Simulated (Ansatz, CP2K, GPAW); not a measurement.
# One calculation of Nb, 3 ways

```
Nb
1.0
     2.99106    0.00000    0.00000
     1.49553    2.59034    0.00000
     1.49553    0.86345    2.44219
Nb
1
Direct
  0.00000 0.00000 0.00000
```

This isn't the form of Nb at room conditions, which is bcc.

Alike in all runs: task band structure; functional LDA; k mesh 11 × 11 × 11; occupations fermi-dirac, width 0.02 eV; no spin polarisation; no spin-orbit coupling. LDA stands for any of its common fits. Pressure is positive in compression and, in plane waves, holds the error of the finite cutoff, which Ansatz's Pulay term estimates and takes out.

| program and potentials | plane-wave cutoff (eV) | notes | pressure (GPa) |
| --- | --- | --- | --- |
| Ansatz, Ansatz PAW | 420 | potentials made for PBE, which Ansatz adapts in part | -11.04 |
| GPAW, the program's PAW data sets (release 1.2.1) made for this functional | 600 | - | -11.88 |
| CP2K, GTH_POTENTIALS Nb GTH-PADE-q13; TZVP-MOLOPT-PBE-GTH basis | - | atomic basis | -10.92 |

The pressure spans -11.88 (GPAW, the program's PAW data sets (release 1.2.1) made for this functional) to -10.92 GPa (CP2K, GTH_POTENTIALS Nb GTH-PADE-q13; TZVP-MOLOPT-PBE-GTH basis). The cell lies far from this level's equilibrium. Rows in atomic bases carry the error of their basis and grid, which can be large.

The functional is the same throughout but for its coding, so the spread measures potentials, basis and numerics; runs on potential files found faulty are left out.
